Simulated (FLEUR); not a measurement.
# InAs under changes of volume

One of the cells (27.489 Å³/atom); the others are scaled copies at fixed shape and fractional positions:

```
In As
1.0
     0.00000    3.01800    3.01800
     3.01800    0.00000    3.01800
     3.01800    3.01800    0.00000
In As
1 1
Cartesian
  0.0000 0.0000 0.0000
  4.5270 4.5270 4.5270
```

| Quantity | Value |
| --- | --- |
| Program | FLEUR MaX-R8.1 (later development tree) |
| Functional | SCAN |
| Potentials or basis | all-electron |
| Basis | FLAPW |
| Kmax | 4.56 1/bohr |
| k mesh | 8 × 8 × 8 |
| Occupations | fermi-dirac, width 0.05 eV |
| Spin | no spin polarisation |

```csv
volume (Å³/atom),energy over the lowest point (meV/atom),gap on the mesh (eV)
25.840,?,?
26.389,27.76,0.29
27.489,4.75,none
28.588,0.00,none
29.138,3.35,none
```

What does the run at 25.840 Å³/atom give?

Energy over the lowest point 47.13 meV/atom; gap on the mesh 0.40 eV.

Worked out: A Birch-Murnaghan fit of order 2 (a polynomial in V^(-2/3)) to the other rows has its minimum at 28.36 Å³/atom with B0 = V·E''(V) = 58 GPa. It gives 47.24 meV/atom at 25.840 Å³/atom, against the run's 47.13.

Energies are extrapolated to zero smearing.

Caveats: the meta-GGA is that of a development version, with a GGA for the radial functions and cores and without core tails; spin-orbit coupling is left out, which moves the levels of the heavy elements (some runs).

A gap of «none» marks a metal or a gap under the smearing width.
